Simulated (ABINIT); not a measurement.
Crystal: PbS.

```xyz
2
Lattice="3.6537 0.0000 0.0000 0.0000 3.6537 0.0000 0.0000 0.0000 3.6537" Properties=species:S:1:pos:R:3 pbc="T T T"
Pb    0.0000    0.0000    0.0000
S     1.8268    1.8268    1.8268
```

Measurements of this composition are mostly on another form, of space group No. 225.

Base run:

| Item | Value |
| --- | --- |
| Program | ABINIT 10.8.3 (patched build) |
| Functional | PW91 |
| Potentials or basis | JTH PAW PBE v2.0 |
| Cutoff | 707 eV |
| k mesh | 7 × 7 × 7 |
| Occupations | fermi-dirac, width 0.05 eV |
| Spin | no spin polarisation |

Its results: pressure -0.3 GPa.

Problem. The run is repeated on the same cell with these changes: functional from PW91 to PBEsol. What comes out?

Solution. Pressure -3.7 GPa.

PBEsol binds more tightly than PW91, so the same cell stands under less pressure.

Caveats: the PAW data sets were made with another functional, which shifts forces and pressure a little.
